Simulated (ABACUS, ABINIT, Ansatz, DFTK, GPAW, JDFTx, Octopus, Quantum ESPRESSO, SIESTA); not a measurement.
# C: 9 runs at one level of theory

```
CELL_PARAMETERS angstrom
2.52210 0.00000 0.00000
-1.26105 2.18420 0.00000
0.00000 0.00000 12.35570
ATOMIC_POSITIONS crystal
C 0.66667 0.33333 0.35417
C 0.33333 0.66667 0.85417
C 0.66667 0.33333 0.14583
C 0.33333 0.66667 0.64583
C 0.66667 0.33333 0.47917
C 0.33333 0.66667 0.97917
C 0.66667 0.33333 0.02083
C 0.33333 0.66667 0.52083
C 0.00000 0.00000 0.81250
C 0.00000 0.00000 0.31250
C 0.00000 0.00000 0.68750
C 0.00000 0.00000 0.18750
```

Alike in all runs: task single point; functional PBE; k mesh 12 × 12 × 3; occupations fermi-dirac, width 0.05 eV; no spin polarisation; no spin-orbit coupling. Pressure is positive in compression and, in plane waves, holds the error of the finite cutoff.

| program and potentials | plane-wave cutoff (eV) | notes | pressure (GPa) | largest force (eV/Å) |
| --- | --- | --- | --- | --- |
| SIESTA, files PseudoDojo sr-pbe-0.4.1-standard, DZP (energy shift 0.003 Ry) | - | atomic basis | 10.60 | 0.345 |
| ABINIT, JTH PAW PBE v2.0 | 517 | - | 1.44 | 0.333 |
| GPAW, GPAW PAW data sets (gpaw-data 1.2.1) | 800 | - | 1.72 | 0.332 |
| JDFTx, PseudoDojo-SR-PBE-0.5-standard | 1116 | - | 2.15 | 0.330 |
| Octopus, pseudodojo_pbe (PseudoDojo 0.5, PBE) | - | - | - | ? |
| Quantum ESPRESSO, SSSP 1.3 efficiency PBE | 748 | - | 2.25 | 0.331 |
| ABACUS, PseudoDojo NC SR 0.4.1 PBE standard, plane waves | 1116 | - | 2.14 | 0.331 |
| DFTK, PseudoDojo SR PBE 0.4.1 standard (PBE) | 1116 | - | 2.24 | 0.330 |
| Ansatz, all-electron LAPW, scalar-relativistic | - | - | 2.05 | 0.332 |

**Question.** Estimate from the other rows what the run with Octopus, pseudodojo_pbe (PseudoDojo 0.5, PBE) gave.

**Answer.** Largest force 0.329 eV/Å. The other rows, which needn't bracket it: pressure 1.44 to 10.60; largest force 0.330 to 0.345.
